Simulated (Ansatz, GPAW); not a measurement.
# One calculation of ZnS, 3 ways

```
CELL_PARAMETERS angstrom
0.00000 2.70200 2.70200
2.70200 0.00000 2.70200
2.70200 2.70200 0.00000
ATOMIC_POSITIONS crystal
Zn 0.75000 0.75000 0.75000
S 0.00000 0.00000 0.00000
```

Alike in all runs: task single point; functional PBE; k mesh 9 × 9 × 9; occupations gaussian, width 0.014 eV; no spin polarisation; no spin-orbit coupling. Pressure is positive in compression and, in plane waves, holds the error of the finite cutoff, which Ansatz's Pulay term estimates and takes out.

```
                        program and potentials  plane-wave cutoff (eV)                             notes  pressure (GPa)
                            Ansatz, Ansatz PAW                     420  Pulay term of +0.07 GPa included            1.60
Ansatz, all-electron LAPW, scalar-relativistic                       -                                 -            1.61
    GPAW, GPAW PAW data sets (gpaw-data 1.2.1)                     600                                 -            1.62
```

The pressure spans 1.60 (Ansatz, Ansatz PAW) to 1.62 GPa (GPAW, GPAW PAW data sets (gpaw-data 1.2.1)), with all-electron results at 1.61.

Differences between rows come from potentials, basis sets and numerical settings, since the functional is the same but for its coding. Runs on potential files found faulty are left out.
